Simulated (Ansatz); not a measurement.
# CdS (Greenockite) (P6_3mc) in Ansatz: further runs, part 2 of 2

Ansatz 0.2.0. Earlier steps stand in the parts before.

**3. Relaxation of cell and atoms, m-r2SCAN**

input.yaml reads:

```yaml
crystal:
  lattice:
    - [4.15, 0.0, 0.0]
    - [-2.075, 3.5940054257, 0.0]
    - [0.0, 0.0, 6.737]
  atoms:
    - { symbol: Cd, position: [0.6666666667, 0.3333333333, 0.5] }
    - { symbol: Cd, position: [0.3333333333, 0.6666666667, 0.0] }
    - { symbol: S, position: [0.6666666667, 0.3333333333, 0.875] }
    - { symbol: S, position: [0.3333333333, 0.6666666667, 0.375] }
hamiltonian:
  xc: mr2scan
  pseudopotentials: { kind: paw }
kpoints:
  mp_grid: { grid: [7, 7, 4] }
scf:
  occupations: { method: fermi_dirac, width: 0.05 }
output:
  forces: true
  stress: true
relax:
  f_tol: 0.01
  max_steps: 40
  cell: { stress_tol: 0.05 }
```

Potentials or basis: Ansatz PAW.

Launch:

```bash
$ ansatz run input.yaml --threads 2 --pin off --max-ram 5120MiB --backend cpu --events-out ev --progress --plain --runs-dir out
```

Log:

```text
Warning: RAYON_NUM_THREADS=2 ignored (pool sized by the plan → 2); use --threads N
Engine: ansatz 0.2.0, aarch64-unknown-linux-gnu
Pseudopotentials: kind: paw
Pseudopotential: Cd, paw, valence charge 20, recommended cutoff 500 eV (meta_gga), Cd.paw.azcp
Pseudopotential: S, paw, valence charge 6, recommended cutoff 500 eV (meta_gga), S.paw.azcp
Functional definition: m-r2SCAN
  exchange = m_r2scan_x
  correlation = m_r2scan_c
Crystal: 4 atoms, lattice volume = 100.483 Å³
Basis set: ecut = 500 eV, 2539 PW (Γ), exchange–correlation on 128×128×200 points (64 copies of the dense FFT grid, shifted against one another)
Bands: 32, of which v1, the nominal top of the filled ones, is band 26 counted from 1 (25 counted from 0)
Symmetry: 12 space group operations
Space group: P63mc (ITA 186), of the structure as read, at distance tolerance 4.6e-5 Å
k-points: 24 of 196 (time reversal used)
Non-local potential: Cd, projectors of the file, l = 0: 3, l = 1: 2, l = 2: 2, l = 3: 1
Non-local potential: S, projectors of the file, l = 0: 2, l = 1: 2, l = 2: 2
PAW form: soft (Blöchl's): semilocal exchange-correlation on the pseudo side does not see the compensation charge
PAW frozen core: Cd, regenerated for the run's functional (the file was generated under x = pbe(κ = 0.804, μ = 0.2195149727645171), c = pbe(β = 0.06672455060314922))
PAW frozen core: S, regenerated for the run's functional (the file was generated under x = pbe(κ = 0.804, μ = 0.2195149727645171), c = pbe(β = 0.06672455060314922))
PAW one-centre angular grid: Cd, 590 points (default); XC on 160 Gauss nodes
PAW one-centre angular grid: S, 302 points (default); XC on 160 Gauss nodes
Initial density: superposition of atomic densities (neutral atoms: chi_scale 0, normalization atom), corrected by the library's trained network
Initial wavefunctions: pseudopotential atomic-orbital guess
Functional: x = mr2scan, c = mr2scan; τ floored in thin density (d = 2e-4 eV/Å³)
SCF iter   1: F=—  HF=-18351.204033 eV  |F-HF|=—  |Δ(HF+E_count)|=         —  Δρ=6.00e-3  dr2=1.92e-2  dr2_τ=3.23e-2  ethr=1.77e-3  ⟨swp⟩=6.2  Hψ=3108  notcnv=0
preconditioner: auto → Resta (q_TF=auto, 2.445 Å⁻¹)  ε∞=4.3  [insulator: Δε(μ)=1.632 eV  Ē_g=12.325 eV  σ=0.050 eV  W_gap=1.00  n_scr=22 (ndim 8)  ℏωp=22.2 eV  f_vac=0.131  D(μ)=0.00/eV (n_scr^D=0)  ε∞_Penn≈4.3]
SCF iter   2: F=—  HF=-18351.225679 eV  |F-HF|=—  |Δ(HF+E_count)|=   2.16e-2  Δρ=3.40e-3  dr2=5.00e-3  dr2_τ=9.46e-4  ethr=3.68e-5  ⟨swp⟩=2.8  Hψ=1643  notcnv=0  defer=40
SCF iter   3: F=—  HF=-18351.227788 eV  |F-HF|=—  |Δ(HF+E_count)|=   2.11e-3  Δρ=7.26e-4  dr2=3.80e-4  dr2_τ=2.28e-5  ethr=9.62e-6  ⟨swp⟩=1.2  Hψ=733  notcnv=0  defer=16
automatic band count: iteration 3 solves 31 bands in place of 32: the levels show a gap, and the empty bands left out lie too high to hold charge; the band table lists the bands solved (type scf.n_extra_bands for more)
SCF iter   4: F=—  HF=-18351.227951 eV  |F-HF|=—  |Δ(HF+E_count)|=   1.63e-4  Δρ=1.42e-4  dr2=2.14e-5  dr2_τ=1.06e-6  ethr=7.30e-7  ⟨swp⟩=2.8  Hψ=1288  notcnv=0  defer=16
SCF iter   5: F=—  HF=-18351.227968 eV  |F-HF|=—  |Δ(HF+E_count)|=   1.68e-5  Δρ=4.72e-5  dr2=2.30e-6  dr2_τ=8.28e-8  ethr=4.11e-8  ⟨swp⟩=2.0  Hψ=1116  notcnv=0  defer=16
SCF iter   6: F=—  HF=-18351.227970 eV  |F-HF|=—  |Δ(HF+E_count)|=   1.36e-6  Δρ=8.57e-6  dr2=1.08e-7  dr2_τ=5.78e-9  ethr=4.43e-9  ⟨swp⟩=2.2  Hψ=1175  notcnv=0  defer=16
SCF iter   7: F=-18351.227970 eV  HF=-18351.227970 eV  |F-HF|=2.75e-9  |Δ(HF+E_count)|=   6.08e-8  Δρ=1.90e-6  dr2=3.68e-9  dr2_τ=6.17e-10  ethr=1.92e-10  ⟨swp⟩=4.0  Hψ=2520  notcnv=0
SCF 1 converged in 7 iterations: F = -18351.227970 eV  dr2 = 3.68e-9
relax step   1: F+E_penalty+E_count = -18351.22796976 eV  Δ(F+E_penalty+E_count) = +0.000e0 eV  max|allowed force component| = 7.121e-2 eV/Å  Δτ_max = 0.0000 Å  P = +0.685 GPa  Ω = 100.483 Å³  (7 SCF iters, dr2 threshold 1.00e-7 eV, accepted)
Crystal: 4 atoms, lattice volume = 101.685 Å³
Basis set: ecut = 500 eV, 2575 PW (Γ), exchange–correlation on 128×128×200 points (64 copies of the dense FFT grid, shifted against one another)
Initial density: handed on by an earlier stage of this run
[... 29 lines left out ...]
SCF iter   2: F=—  HF=-18351.230981 eV  |F-HF|=—  |Δ(HF+E_count)|=   4.81e-4  Δρ=7.95e-5  dr2=3.87e-6  dr2_τ=6.66e-7  ethr=4.16e-8  ⟨swp⟩=2.7  Hψ=1374  notcnv=0
SCF iter   3: F=—  HF=-18351.230997 eV  |F-HF|=—  |Δ(HF+E_count)|=   1.55e-5  Δρ=4.35e-5  dr2=1.44e-6  dr2_τ=1.24e-7  ethr=7.45e-9  ⟨swp⟩=1.0  Hψ=720  notcnv=0
SCF iter   4: F=—  HF=-18351.230997 eV  |F-HF|=—  |Δ(HF+E_count)|=   5.43e-7  Δρ=8.58e-6  dr2=1.09e-7  dr2_τ=5.03e-9  ethr=2.77e-9  ⟨swp⟩=2.0  Hψ=1120  notcnv=0
SCF iter   5: F=—  HF=-18351.230997 eV  |F-HF|=—  |Δ(HF+E_count)|=   3.11e-8  Δρ=3.80e-6  dr2=1.04e-8  dr2_τ=3.17e-10  ethr=2.09e-10  ⟨swp⟩=2.2  Hψ=1144  notcnv=0
SCF iter   6: F=-18351.230997 eV  HF=-18351.230997 eV  |F-HF|=7.49e-10  |Δ(HF+E_count)|=   2.68e-9  Δρ=1.36e-6  dr2=1.41e-9  dr2_τ=7.71e-11  ethr=1.35e-11  ⟨swp⟩=4.0  Hψ=2447  notcnv=0
SCF 4 converged in 6 iterations: F = -18351.230997 eV  dr2 = 1.41e-9
relax step   4: F+E_penalty+E_count = -18351.23099736 eV  Δ(F+E_penalty+E_count) = -4.280e-5 eV  max|allowed force component| = 1.073e-4 eV/Å  Δτ_max = 0.0018 Å  P = -0.000 GPa  Ω = 101.592 Å³  energy of the carried Pulay correction = -3.341e-4 eV  (6 SCF iters, dr2 threshold 7.03e-9 eV, accepted)
Initial wavefunctions: pseudopotential atomic-orbital guess (no wavefunctions were taken with the density)
iter 1 solved again at ethr=8.70e-8 eV; its pass at ethr=3.10e-3 eV (dr2=4.52e-5 eV) is discarded
SCF iter   1: F=—  HF=-18351.231327 eV  |F-HF|=—  |Δ(HF+E_count)|=         —  Δρ=1.96e-5  dr2=4.92e-8  dr2_τ=5.66e-7  ethr=8.70e-8  ⟨swp⟩=3.0  Hψ=5134  notcnv=0
preconditioner: auto → Resta (q_TF=auto, 2.440 Å⁻¹)  ε∞=4.3  [insulator: Δε(μ)=1.633 eV  Ē_g=12.225 eV  σ=0.050 eV  W_gap=1.00  n_scr=22 (ndim 8)  ℏωp=22.1 eV  f_vac=0.130  D(μ)=0.00/eV (n_scr^D=0)  ε∞_Penn≈4.3]
SCF iter   2: F=—  HF=-18351.231347 eV  |F-HF|=—  |Δ(HF+E_count)|=   2.04e-5  Δρ=1.02e-5  dr2=1.33e-8  dr2_τ=1.73e-8  ethr=9.46e-11  ⟨swp⟩=2.2  Hψ=1304  notcnv=0
SCF iter   3: F=—  HF=-18351.231347 eV  |F-HF|=—  |Δ(HF+E_count)|=   3.99e-8  Δρ=5.19e-7  dr2=7.13e-11  dr2_τ=6.37e-11  ethr=2.55e-11  ⟨swp⟩=2.0  Hψ=1344  notcnv=0
SCF iter   4: F=-18351.231347 eV  HF=-18351.231347 eV  |F-HF|=2.55e-11  |Δ(HF+E_count)|=  2.26e-10  Δρ=2.33e-7  dr2=3.93e-11  dr2_τ=1.56e-12  ethr=1.00e-12  ⟨swp⟩=4.2  Hψ=2551  notcnv=0
SCF 5 converged in 4 iterations: F = -18351.231347 eV  dr2 = 3.93e-11
relax step   5: F+E_penalty+E_count = -18351.23134704 eV  Δ(F+E_penalty+E_count) = -3.497e-4 eV  max|allowed force component| = 1.162e-4 eV/Å  Δτ_max = 0.0000 Å  P = +0.003 GPa  Ω = 101.592 Å³  stress off target by 3.79e-3 GPa  SCF on the basis re-selected at this cell (its energy is not comparable with the rows above)  (4 SCF iters)
basis re-selected at this cell: Δ(F+E_penalty+E_count) = -3.497e-4 eV, ΔP = +0.003 GPa vs the last step (what re-selecting the basis moved, of the pressure what is left beyond the Pulay correction that the steps carried, after the strain that the cell walked since its last selection, with what the two solves' SCF thresholds leave and, on support functions, any second-order correction that the steps lacked; it is no measure of the basis error at this ecutwfc). This SCF's stress stands 3.79e-3 GPa from its target on what of the cell is left free (relax.cell.stress_tol is 5.00e-2 GPa) and its largest allowed force component is 1.16e-4 eV/Å (relax.f_tol is 1.00e-2 eV/Å): within both
SCF converged after 4 iterations
Free energy (F): -18351.231347 eV
Harris-Foulkes:  -18351.231347 eV  (|F-HF|=2.55e-11)
Internal energy: -18351.231347 eV  (E = F + TS)
E sigma→0 (E₀):  -18351.231347 eV
Fermi energy:    7.157372 eV
--- Per-component energies (eV) ---
  E_band       = -1081.942817
  E_kinetic    = 1223.487827
  E_local      = -8109.162918  (includes V_loc(G=0)·N_el)
  E_nonlocal   = 126.346060
  E_hartree    = 3723.841208
  E_xc         = -519.776042
  E_vxc        = -680.207605  (∫ρ·V_xc dr)
  E_paw        = -9431.899306  (= ΣΔE_a)
  E_vpaw       = -1133.528504  (= ΣTr[D̂ρ^β])
  E_aug_tail   = 0.000013  (compensation charges beyond the density's cutoff)
  E_vtau       = 43.439224  (kinetic-family band-sum trace: ∫τ·v_τ [+ j·A + Jᵃ·Aᵃ] dr)
  E_ewald      = -5362.719115
  E_core_change = -1.349075  (= ΣΔE_core)
  E_smearing   = -0.000000  (= −TS)
  E_closure    = -0.000000  (closes the sum)
  Σ components = -18351.231347   (vs F -18351.231347, Δ=0.00e0)
--- Forces (eV/Å), atoms counted from 1 ---
  atom   1  Cd     0.00000000     0.00000000    -0.00011335
  atom   2  Cd    -0.00000000    -0.00000000    -0.00011335
  atom   3  S      0.00000000     0.00000000     0.00011904
  atom   4  S     -0.00000000    -0.00000000     0.00011904
  max |Σ_I F_I| component: 1.14e-5 eV/Å
--- Stress (GPa, compression-positive) ---
        0.003787      -0.000000       0.000000
       -0.000000       0.003787      -0.000000
        0.000000      -0.000000       0.000944
  P = ⅓ Tr σ = 0.0028 GPa (0.028 kbar)
--- Relaxed structure (4 steps of the walk, 4 accepted, 1 SCFs on fresh bases) ---
  F+E_penalty+E_count = -18351.23134704 eV   max|allowed force component| = 1.162e-4 eV/Å   (the final SCF, on the basis selected at the relaxed cell)
  cell:  # Å, volume = 101.5923 Å³
    - [4.163942635747485, 1.4326591531623895e-35, 4.673891511334861e-18]
    - [-2.0819713178737427, 3.6060801024584554, -2.3369457556674297e-18]
    - [7.58747159322571e-18, 0.0, 6.765825428002069]
  atoms:
    - { symbol: Cd, position: [0.6666666666666666, 0.33333333333333326, 0.499030687724609] }
    - { symbol: Cd, position: [0.33333333333333326, 0.6666666666666665, -0.0009693122753909406] }
    - { symbol: S, position: [0.6666666666666666, 0.33333333333333326, 0.8759693122753908] }
    - { symbol: S, position: [0.33333333333333326, 0.6666666666666665, 0.375969312275391] }
```

Run time: 27 s. Hardware: 2 threads of Arm Neoverse V2, shared host; peak memory 0.55 GiB.

What came out:

```
Free energy                            : -18351.2313 eV
Relaxed volume                         : 25.40 Å³/atom
Relaxed cell                           : a = 4.164 Å, b = 4.164 Å, c = 6.766 Å, α = 90.00°, β = 90.00°, γ = 120.00°
Space group after relaxing (to 0.05 Å) : P6_3mc (No. 186)
Energy gained by relaxing              : 0.8 meV/atom
Ionic steps                            : 5
Pressure after relaxing                : 0.0 GPa
Band gap on the k mesh                 : 1.63 eV
```

Step by step:
| step | energy change (eV) | largest force (eV/Å) | volume (Å³) |
| --- | --- | --- | --- |
| 1 | 0.0000 | 0.0712 | 100.48 |
| 2 | -0.0028 | 0.0259 | 101.68 |
| 3 | -0.0030 | 0.0106 | 101.62 |
| 4 | -0.0030 | 0.0001 | 101.59 |
| 5 | -0.0034 | 0.0001 | 101.59 |

Final structure:
```
Cd S
1.0
     4.16394    0.00000    0.00000
    -2.08197    3.60608    0.00000
     0.00000    0.00000    6.76583
Cd S
2 2
Direct
  0.66667 0.33333 0.49903
  0.33333 0.66667 0.99903
  0.66667 0.33333 0.87597
  0.33333 0.66667 0.37597
```

Caveat: odd divisions of the mesh miss points on the zone boundary, where band edges often lie, so the gap on the mesh can be too wide; the plane-wave basis is chosen anew once the cell has moved, so the energies of steps on either side of that aren't comparable; the PAW data sets come from PBE, with cores solved anew for the run's functional, which leaves a small shift of forces and pressure. A k mesh can miss the band edges.

**4. Single point, PBE**

input.yaml: that of step 3 with these lines changed.

```diff
@@ -11,3 +11,3 @@
 hamiltonian:
-  xc: mr2scan
+  xc: pbe
   pseudopotentials: { kind: paw }
@@ -17,2 +17,4 @@
   occupations: { method: fermi_dirac, width: 0.05 }
+basis:
+  ecutwfc: "800 eV"
 output:
@@ -20,5 +22,2 @@
   stress: true
-relax:
-  f_tol: 0.01
-  max_steps: 40
-  cell: { stress_tol: 0.05 }
+  eigenvalues: true
```

Launch:

```bash
$ ansatz run input.yaml --threads 2 --pin off --max-ram 5120MiB --backend cpu --events-out ev --progress --plain --runs-dir out
```

Run time: 4.8 s. Hardware: 2 threads of Arm Neoverse V2, shared host; peak memory 0.5 GiB.

The run converged. Its results:

```yaml
Free_energy: -18315.6438 eV
Pressure: 2.1 GPa
Largest_force: 0.068 eV/Å
Band_gap_on_the_k_mesh: 1.20 eV, direct
```

Forces in eV/Å, atoms in the order of the input:
```
Cd   0.000  0.000 -0.068
Cd   0.000  0.000 -0.068
S    0.000  0.000  0.068
S    0.000  0.000  0.068
```

Stress tensor (GPa, compression positive):
```
1.86 0.00 0.00
0.00 1.86 0.00
0.00 0.00 2.49
```

Levels at points of the mesh, in eV from the valence-band top:
```csv
k point,band 23,band 24,band 25,band 26,band 27,band 28,band 29,band 30
"(0.00, 0.00, 0.00)",-0.76,-0.04,0.00,0.00,1.20,2.79,6.46,6.46
"(0.00, 0.00, -0.50)",-0.39,-0.39,-0.39,-0.39,2.84,2.84,6.17,6.17
```

Caveat: odd divisions of the mesh miss points on the zone boundary, where band edges often lie, so the gap on the mesh can be too wide.

**5. The runs side by side**

| task | level | cell | cutoff (eV) | gap on the mesh (eV) | pressure (GPa) | relaxed volume (Å³/atom) | largest force (eV/Å) |
| --- | --- | --- | --- | --- | --- | --- | --- |
| relaxation of cell and atoms | PBEsol+D3(BJ) | relaxed | 420 | 1.15 | 0.0 | 24.01 | 0.01 |
| relaxation of cell and atoms | m-r2SCAN | relaxed | 500 | 1.63 | 0.0 | 25.40 | - |
| single point | PBE | as given | 800 | 1.20 | 2.1 | - | 0.07 |

Alike in all rows: potentials or basis Ansatz PAW; no spin polarisation; k mesh 7 × 7 × 4; smearing fermi-dirac 0.05 eV.

Caveats: odd divisions of the mesh miss points on the zone boundary, where band edges often lie, so the gap on the mesh can be too wide; the plane-wave basis is chosen anew once the cell has moved, so the energies of steps on either side of that aren't comparable (some runs); the PAW data sets come from PBE, with cores solved anew for the run's functional, which leaves a small shift of forces and pressure (some runs).

Total energies depend on the potentials used, so only differences within one code and one set of settings carry meaning.

**6. Comparison with measurements**

Step 4. A measured gap of CdS is 2.5809 eV (quoted in “Isotope dependence of band-gap energy”, 2008, arxiv:0807.2152); the calculated 1.20 eV misses it by -1.38 eV. So large a miss can be the level of theory's own, or it may mean another phase, state or a wrong row. Spin-orbit coupling on Cd is left out. The value is that of PBE, without temperature or zero-point motion. Semilocal functionals fall short of measured gaps as a rule.
